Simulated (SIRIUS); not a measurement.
# C (Fd-3m) in SIRIUS: equation of state, part 2 of 2

SIRIUS 7.12.0. The steps go on from the part before.

## 4. Equation of state, PBEsol, 5.56 Å³/atom (volume scaled by 0.98)

sirius.json reads:

```json
{
  "control": {
    "processing_unit": "cpu",
    "std_evp_solver_name": "lapack",
    "gen_evp_solver_name": "lapack",
    "verbosity": 2,
    "print_forces": false,
    "ortho_rf": true,
    "use_second_variation": true,
    "rmt_max": 3.0,
    "num_bands_to_print": 11,
    "save_wf": true
  },
  "parameters": {
    "electronic_structure_method": "full_potential_lapwlo",
    "xc_functionals": ["XC_GGA_X_PBE_SOL", "XC_GGA_C_PBE_SOL"],
    "core_relativity": "dirac",
    "valence_relativity": "iora",
    "num_fv_states": 11,
    "smearing": "fermi_dirac",
    "smearing_width": 0.0018374661,
    "pw_cutoff": 25,
    "gk_cutoff": 4.86,
    "lmax_apw": 10,
    "lmax_rho": 8,
    "lmax_pot": 8,
    "num_mag_dims": 0,
    "auto_rmt": 0,
    "ngridk": [13, 13, 13],
    "shiftk": [0, 0, 0],
    "num_dft_iter": 80,
    "energy_tol": 1e-07,
    "density_tol": 1e-05,
    "use_symmetry": true
  },
  "settings": {"tol_ne": 1e-10},
  "iterative_solver": {"type": "exact"},
  "mixer": {"type": "anderson", "beta": 0.5, "max_history": 8},
  "unit_cell": {
    "lattice_vectors": [[0.0, 3.3474622049, 3.3474622049], [3.3474622049, 0.0, 3.3474622049], [3.3474622049, 3.3474622049, 0.0]],
    "atom_types": ["C"],
    "atom_files": {"C": "C.json"},
    "atoms": {"C": [[0.75, 0.75, 0.75], [0.5, 0.5, 0.5]]}
  }
}
```

C.json reads:

```json
{
  "name": "carbon",
  "symbol": "C",
  "number": 6,
  "mass": 12.0107,
  "rmin": 1e-06,
  "rmt": 1.4,
  "nrmt": 800,
  "rinf": 14.98,
  "core": "1s",
  "valence": [
    {"basis": [{"enu": 0.25, "dme": 0, "n": 0, "auto": 0}, {"enu": 0.25, "dme": 1, "n": 0, "auto": 0}]},
    {"l": 0, "n": 1, "basis": [{"enu": 0.249, "dme": 0, "n": 0, "auto": 0}]},
    {"l": 1, "n": 2, "basis": [{"enu": 0.35, "dme": 0, "n": 0, "auto": 0}]},
    {"l": 2, "n": 3, "basis": [{"enu": 0.35, "dme": 0, "n": 0, "auto": 0}]},
    {"l": 3, "n": 4, "basis": [{"enu": 0.35, "dme": 0, "n": 0, "auto": 0}]}
  ],
  "lo": [
    {"l": 0, "basis": [{"enu": 0.249, "dme": 0, "n": 0, "auto": 0}, {"enu": 0.249, "dme": 1, "n": 0, "auto": 0}]},
    {"l": 0, "basis": [{"enu": 0.249, "dme": 1, "n": 0, "auto": 0}, {"enu": 0.249, "dme": 2, "n": 0, "auto": 0}]},
    {
      "l": 0,
      "basis": [{"enu": 0.249, "dme": 0, "n": 0, "auto": 0}, {"enu": 6.3714, "dme": 0, "n": 0, "auto": 0}]
    },
    {"l": 1, "basis": [{"enu": 0.35, "dme": 0, "n": 0, "auto": 0}, {"enu": 0.35, "dme": 1, "n": 0, "auto": 0}]},
    {"l": 1, "basis": [{"enu": 0.35, "dme": 1, "n": 0, "auto": 0}, {"enu": 0.35, "dme": 2, "n": 0, "auto": 0}]},
    {"l": 1, "basis": [{"enu": 0.35, "dme": 0, "n": 0, "auto": 0}, {"enu": 7.3908, "dme": 0, "n": 0, "auto": 0}]},
    {"l": 2, "basis": [{"enu": 0.35, "dme": 0, "n": 0, "auto": 0}, {"enu": 0.35, "dme": 1, "n": 0, "auto": 0}]},
    {"l": 2, "basis": [{"enu": 0.35, "dme": 1, "n": 0, "auto": 0}, {"enu": 0.35, "dme": 2, "n": 0, "auto": 0}]},
    {"l": 2, "basis": [{"enu": 0.35, "dme": 0, "n": 0, "auto": 0}, {"enu": 8.3092, "dme": 0, "n": 0, "auto": 0}]},
    {"l": 3, "basis": [{"enu": 0.35, "dme": 0, "n": 0, "auto": 0}, {"enu": 0.35, "dme": 1, "n": 0, "auto": 0}]}
  ],
  "free_atom": [... radial grid and density of the free atom, the start of the SCF ...]
}
```

sirius_start.json reads:

```json
{
  "control": {
    "processing_unit": "cpu",
    "std_evp_solver_name": "lapack",
    "gen_evp_solver_name": "lapack",
    "verbosity": 1,
    "print_forces": false,
    "ortho_rf": true,
    "use_second_variation": true,
    "rmt_max": 3.0,
    "num_bands_to_print": 11,
    "save_wf": false
  },
  "parameters": {
    "electronic_structure_method": "full_potential_lapwlo",
    "xc_functionals": ["XC_LDA_X", "XC_LDA_C_PW"],
    "core_relativity": "dirac",
    "valence_relativity": "iora",
    "num_fv_states": 11,
    "smearing": "fermi_dirac",
    "smearing_width": 0.0055123983,
    "pw_cutoff": 25,
    "gk_cutoff": 3.89,
    "lmax_apw": 10,
    "lmax_rho": 8,
    "lmax_pot": 8,
    "num_mag_dims": 0,
    "auto_rmt": 0,
    "ngridk": [5, 5, 5],
    "shiftk": [0, 0, 0],
    "num_dft_iter": 30,
    "energy_tol": 0.01,
    "density_tol": 0.05,
    "use_symmetry": true
  },
  "settings": {"tol_ne": 1e-10},
  "iterative_solver": {"type": "exact"},
  "mixer": {"type": "anderson", "beta": 0.5, "max_history": 8},
  "unit_cell": {
    "lattice_vectors": [[0.0, 3.3474622049, 3.3474622049], [3.3474622049, 0.0, 3.3474622049], [3.3474622049, 3.3474622049, 0.0]],
    "atom_types": ["C"],
    "atom_files": {"C": "C.json"},
    "atoms": {"C": [[0.75, 0.75, 0.75], [0.5, 0.5, 0.5]]}
  }
}
```

Launch:

```bash
$ OMP_NUM_THREADS=1 sirius.scf --input=sirius_start.json --output=start.json
$ OMP_NUM_THREADS=1 sirius.scf --input=sirius.json --output=output.json --task=1
```

Run time: 14 s. Hardware: 1 thread of Intel Xeon 6975P-C (Granite Rapids), shared host; peak memory 0.4 GiB.

The run converged. Its results:

```yaml
Free_energy: -2065.1770 eV
Band_gap_on_the_k_mesh: 4.06 eV, indirect (least direct gap 5.60 eV)
All_electrons_inside_the_program's_atomic_spheres: C 4.29 (radii C 1.4 bohr)
```

Caveat: an odd mesh through Γ misses points on the zone boundary, where band edges often lie.

## 5. Equation of state, PBEsol, 5.79 Å³/atom (volume scaled by 1.02)

Changes to sirius.json since step 4:

```diff
@@ -39,3 +39,3 @@
   "unit_cell": {
-    "lattice_vectors": [[0.0, 3.3474622049, 3.3474622049], [3.3474622049, 0.0, 3.3474622049], [3.3474622049, 3.3474622049, 0.0]],
+    "lattice_vectors": [[0.0, 3.3923999456, 3.3923999456], [3.3923999456, 0.0, 3.3923999456], [3.3923999456, 3.3923999456, 0.0]],
     "atom_types": ["C"],
```

C.json reads:

```json
{
  "name": "carbon",
  "symbol": "C",
  "number": 6,
  "mass": 12.0107,
  "rmin": 1e-06,
  "rmt": 1.4,
  "nrmt": 800,
  "rinf": 14.98,
  "core": "1s",
  "valence": [
    {"basis": [{"enu": 0.23, "dme": 0, "n": 0, "auto": 0}, {"enu": 0.23, "dme": 1, "n": 0, "auto": 0}]},
    {"l": 0, "n": 1, "basis": [{"enu": 0.229, "dme": 0, "n": 0, "auto": 0}]},
    {"l": 1, "n": 2, "basis": [{"enu": 0.33, "dme": 0, "n": 0, "auto": 0}]},
    {"l": 2, "n": 3, "basis": [{"enu": 0.33, "dme": 0, "n": 0, "auto": 0}]},
    {"l": 3, "n": 4, "basis": [{"enu": 0.33, "dme": 0, "n": 0, "auto": 0}]}
  ],
  "lo": [
    {"l": 0, "basis": [{"enu": 0.229, "dme": 0, "n": 0, "auto": 0}, {"enu": 0.229, "dme": 1, "n": 0, "auto": 0}]},
    {"l": 0, "basis": [{"enu": 0.229, "dme": 1, "n": 0, "auto": 0}, {"enu": 0.229, "dme": 2, "n": 0, "auto": 0}]},
    {
      "l": 0,
      "basis": [{"enu": 0.229, "dme": 0, "n": 0, "auto": 0}, {"enu": 6.3514, "dme": 0, "n": 0, "auto": 0}]
    },
    {"l": 1, "basis": [{"enu": 0.33, "dme": 0, "n": 0, "auto": 0}, {"enu": 0.33, "dme": 1, "n": 0, "auto": 0}]},
    {"l": 1, "basis": [{"enu": 0.33, "dme": 1, "n": 0, "auto": 0}, {"enu": 0.33, "dme": 2, "n": 0, "auto": 0}]},
    {"l": 1, "basis": [{"enu": 0.33, "dme": 0, "n": 0, "auto": 0}, {"enu": 7.3708, "dme": 0, "n": 0, "auto": 0}]},
    {"l": 2, "basis": [{"enu": 0.33, "dme": 0, "n": 0, "auto": 0}, {"enu": 0.33, "dme": 1, "n": 0, "auto": 0}]},
    {"l": 2, "basis": [{"enu": 0.33, "dme": 1, "n": 0, "auto": 0}, {"enu": 0.33, "dme": 2, "n": 0, "auto": 0}]},
    {"l": 2, "basis": [{"enu": 0.33, "dme": 0, "n": 0, "auto": 0}, {"enu": 8.2892, "dme": 0, "n": 0, "auto": 0}]},
    {"l": 3, "basis": [{"enu": 0.33, "dme": 0, "n": 0, "auto": 0}, {"enu": 0.33, "dme": 1, "n": 0, "auto": 0}]}
  ],
  "free_atom": [... radial grid and density of the free atom, the start of the SCF ...]
}
```

Changes to sirius_start.json since step 4:

```diff
@@ -39,3 +39,3 @@
   "unit_cell": {
-    "lattice_vectors": [[0.0, 3.3474622049, 3.3474622049], [3.3474622049, 0.0, 3.3474622049], [3.3474622049, 3.3474622049, 0.0]],
+    "lattice_vectors": [[0.0, 3.3923999456, 3.3923999456], [3.3923999456, 0.0, 3.3923999456], [3.3923999456, 3.3923999456, 0.0]],
     "atom_types": ["C"],
```

Launch:

```bash
$ OMP_NUM_THREADS=1 sirius.scf --input=sirius_start.json --output=start.json
$ OMP_NUM_THREADS=1 sirius.scf --input=sirius.json --output=output.json --task=1
```

Run time: 15 s. Hardware: 1 thread of Intel Xeon 6975P-C (Granite Rapids), shared host; peak memory 0.41 GiB.

The run converged. Its results:

| Item | Value |
| --- | --- |
| Free energy | -2065.1636 eV |
| Band gap on the k mesh | 3.97 eV, indirect (least direct gap 5.49 eV) |
| All electrons inside the program's atomic spheres | C 4.24 (radii C 1.4 bohr) |

Caveat: an odd mesh through Γ misses points on the zone boundary, where band edges often lie.

## 6. Equation of state, PBEsol, 5.90 Å³/atom (volume scaled by 1.04)

Changes to sirius.json since step 5:

```diff
@@ -39,3 +39,3 @@
   "unit_cell": {
-    "lattice_vectors": [[0.0, 3.3923999456, 3.3923999456], [3.3923999456, 0.0, 3.3923999456], [3.3923999456, 3.3923999456, 0.0]],
+    "lattice_vectors": [[0.0, 3.4144291341, 3.4144291341], [3.4144291341, 0.0, 3.4144291341], [3.4144291341, 3.4144291341, 0.0]],
     "atom_types": ["C"],
```

C.json reads:

```json
{
  "name": "carbon",
  "symbol": "C",
  "number": 6,
  "mass": 12.0107,
  "rmin": 1e-06,
  "rmt": 1.4,
  "nrmt": 800,
  "rinf": 14.98,
  "core": "1s",
  "valence": [
    {"basis": [{"enu": 0.22, "dme": 0, "n": 0, "auto": 0}, {"enu": 0.22, "dme": 1, "n": 0, "auto": 0}]},
    {"l": 0, "n": 1, "basis": [{"enu": 0.219, "dme": 0, "n": 0, "auto": 0}]},
    {"l": 1, "n": 2, "basis": [{"enu": 0.32, "dme": 0, "n": 0, "auto": 0}]},
    {"l": 2, "n": 3, "basis": [{"enu": 0.32, "dme": 0, "n": 0, "auto": 0}]},
    {"l": 3, "n": 4, "basis": [{"enu": 0.32, "dme": 0, "n": 0, "auto": 0}]}
  ],
  "lo": [
    {"l": 0, "basis": [{"enu": 0.219, "dme": 0, "n": 0, "auto": 0}, {"enu": 0.219, "dme": 1, "n": 0, "auto": 0}]},
    {"l": 0, "basis": [{"enu": 0.219, "dme": 1, "n": 0, "auto": 0}, {"enu": 0.219, "dme": 2, "n": 0, "auto": 0}]},
    {
      "l": 0,
      "basis": [{"enu": 0.219, "dme": 0, "n": 0, "auto": 0}, {"enu": 6.3414, "dme": 0, "n": 0, "auto": 0}]
    },
    {"l": 1, "basis": [{"enu": 0.32, "dme": 0, "n": 0, "auto": 0}, {"enu": 0.32, "dme": 1, "n": 0, "auto": 0}]},
    {"l": 1, "basis": [{"enu": 0.32, "dme": 1, "n": 0, "auto": 0}, {"enu": 0.32, "dme": 2, "n": 0, "auto": 0}]},
    {"l": 1, "basis": [{"enu": 0.32, "dme": 0, "n": 0, "auto": 0}, {"enu": 7.3608, "dme": 0, "n": 0, "auto": 0}]},
    {"l": 2, "basis": [{"enu": 0.32, "dme": 0, "n": 0, "auto": 0}, {"enu": 0.32, "dme": 1, "n": 0, "auto": 0}]},
    {"l": 2, "basis": [{"enu": 0.32, "dme": 1, "n": 0, "auto": 0}, {"enu": 0.32, "dme": 2, "n": 0, "auto": 0}]},
    {"l": 2, "basis": [{"enu": 0.32, "dme": 0, "n": 0, "auto": 0}, {"enu": 8.2792, "dme": 0, "n": 0, "auto": 0}]},
    {"l": 3, "basis": [{"enu": 0.32, "dme": 0, "n": 0, "auto": 0}, {"enu": 0.32, "dme": 1, "n": 0, "auto": 0}]}
  ],
  "free_atom": [... radial grid and density of the free atom, the start of the SCF ...]
}
```

Changes to sirius_start.json since step 5:

```diff
@@ -39,3 +39,3 @@
   "unit_cell": {
-    "lattice_vectors": [[0.0, 3.3923999456, 3.3923999456], [3.3923999456, 0.0, 3.3923999456], [3.3923999456, 3.3923999456, 0.0]],
+    "lattice_vectors": [[0.0, 3.4144291341, 3.4144291341], [3.4144291341, 0.0, 3.4144291341], [3.4144291341, 3.4144291341, 0.0]],
     "atom_types": ["C"],
```

Potentials or basis: all-electron FP-LAPW, apw+lo standard.

Launch:

```bash
$ OMP_NUM_THREADS=1 sirius.scf --input=sirius_start.json --output=start.json
$ OMP_NUM_THREADS=1 sirius.scf --input=sirius.json --output=output.json --task=1
```

Wall time 15 s (1 thread of Intel Xeon 6975P-C (Granite Rapids), shared host); peak memory 0.42 GiB.

The run converged. Its results:

```
Free energy                                       : -2065.1397 eV
Band gap on the k mesh                            : 3.93 eV, indirect (least direct gap 5.44 eV)
All electrons inside the program's atomic spheres : C 4.22 (radii C 1.4 bohr)
```

Caveat: an odd mesh through Γ misses points on the zone boundary, where band edges often lie.

## 7. Equation of state, PBEsol, 6.01 Å³/atom (volume scaled by 1.06)

Changes to sirius.json since step 6:

```diff
@@ -39,3 +39,3 @@
   "unit_cell": {
-    "lattice_vectors": [[0.0, 3.4144291341, 3.4144291341], [3.4144291341, 0.0, 3.4144291341], [3.4144291341, 3.4144291341, 0.0]],
+    "lattice_vectors": [[0.0, 3.4361776767, 3.4361776767], [3.4361776767, 0.0, 3.4361776767], [3.4361776767, 3.4361776767, 0.0]],
     "atom_types": ["C"],
```

C.json reads:

```json
{
  "name": "carbon",
  "symbol": "C",
  "number": 6,
  "mass": 12.0107,
  "rmin": 1e-06,
  "rmt": 1.4,
  "nrmt": 800,
  "rinf": 14.98,
  "core": "1s",
  "valence": [
    {"basis": [{"enu": 0.21, "dme": 0, "n": 0, "auto": 0}, {"enu": 0.21, "dme": 1, "n": 0, "auto": 0}]},
    {"l": 0, "n": 1, "basis": [{"enu": 0.209, "dme": 0, "n": 0, "auto": 0}]},
    {"l": 1, "n": 2, "basis": [{"enu": 0.31, "dme": 0, "n": 0, "auto": 0}]},
    {"l": 2, "n": 3, "basis": [{"enu": 0.31, "dme": 0, "n": 0, "auto": 0}]},
    {"l": 3, "n": 4, "basis": [{"enu": 0.31, "dme": 0, "n": 0, "auto": 0}]}
  ],
  "lo": [
    {"l": 0, "basis": [{"enu": 0.209, "dme": 0, "n": 0, "auto": 0}, {"enu": 0.209, "dme": 1, "n": 0, "auto": 0}]},
    {"l": 0, "basis": [{"enu": 0.209, "dme": 1, "n": 0, "auto": 0}, {"enu": 0.209, "dme": 2, "n": 0, "auto": 0}]},
    {
      "l": 0,
      "basis": [{"enu": 0.209, "dme": 0, "n": 0, "auto": 0}, {"enu": 6.3314, "dme": 0, "n": 0, "auto": 0}]
    },
    {"l": 1, "basis": [{"enu": 0.31, "dme": 0, "n": 0, "auto": 0}, {"enu": 0.31, "dme": 1, "n": 0, "auto": 0}]},
    {"l": 1, "basis": [{"enu": 0.31, "dme": 1, "n": 0, "auto": 0}, {"enu": 0.31, "dme": 2, "n": 0, "auto": 0}]},
    {"l": 1, "basis": [{"enu": 0.31, "dme": 0, "n": 0, "auto": 0}, {"enu": 7.3508, "dme": 0, "n": 0, "auto": 0}]},
    {"l": 2, "basis": [{"enu": 0.31, "dme": 0, "n": 0, "auto": 0}, {"enu": 0.31, "dme": 1, "n": 0, "auto": 0}]},
    {"l": 2, "basis": [{"enu": 0.31, "dme": 1, "n": 0, "auto": 0}, {"enu": 0.31, "dme": 2, "n": 0, "auto": 0}]},
    {"l": 2, "basis": [{"enu": 0.31, "dme": 0, "n": 0, "auto": 0}, {"enu": 8.2692, "dme": 0, "n": 0, "auto": 0}]},
    {"l": 3, "basis": [{"enu": 0.31, "dme": 0, "n": 0, "auto": 0}, {"enu": 0.31, "dme": 1, "n": 0, "auto": 0}]}
  ],
  "free_atom": [... radial grid and density of the free atom, the start of the SCF ...]
}
```

Changes to sirius_start.json since step 6:

```diff
@@ -39,3 +39,3 @@
   "unit_cell": {
-    "lattice_vectors": [[0.0, 3.4144291341, 3.4144291341], [3.4144291341, 0.0, 3.4144291341], [3.4144291341, 3.4144291341, 0.0]],
+    "lattice_vectors": [[0.0, 3.4361776767, 3.4361776767], [3.4361776767, 0.0, 3.4361776767], [3.4361776767, 3.4361776767, 0.0]],
     "atom_types": ["C"],
```

Launch:

```bash
$ OMP_NUM_THREADS=1 sirius.scf --input=sirius_start.json --output=start.json
$ OMP_NUM_THREADS=1 sirius.scf --input=sirius.json --output=output.json --task=1
```

It took 16 s on 1 thread of Intel Xeon 6975P-C (Granite Rapids), shared host; peak memory 0.42 GiB.

Results (log left out):

| Quantity | Value |
| --- | --- |
| Free energy | -2065.1055 eV |
| Band gap on the k mesh | 3.89 eV, indirect (least direct gap 5.39 eV) |
| All electrons inside the program's atomic spheres | C 4.20 (radii C 1.4 bohr) |

Caveat: an odd mesh through Γ misses points on the zone boundary, where band edges often lie.

## 8. Equation of state, PBEsol

Potentials or basis: all-electron FP-LAPW, apw+lo standard.

No new run: the results of the series are fitted here.

Results:

| Property | Result |
| --- | --- |
| Equilibrium volume | 5.61 Å³/atom |
| Bulk modulus | 451 GPa |
| Pressure derivative of the bulk modulus | 3.7 |

Energy against volume, from the lowest point:
```csv
volume (Å³/atom),energy (meV/atom)
5.332,20.47
5.445,6.53
5.558,0.00
5.672,0.36
5.785,6.71
5.899,18.66
6.012,35.79
```

## 9. Against experiment

Step 8. Measured bulk modulus of C: 444.8 GPa (quoted in “Equation of state of cubic boron nitride at high pressures and temperatures”, 2007, arxiv:cond-mat/0702656). This calculation gives 451 GPa (+1.5 %). 3 values of this kind are on record (442 to 444.8 GPa); this one was drawn at random among those near their median, those with a stated uncertainty first. The fit is for a static lattice scaled at fixed shape and fixed fractional positions. The cell as given is a measured one (5.67 Å³/atom); PBEsol puts the equilibrium volume -1.1 % from it, thermal expansion not counted.
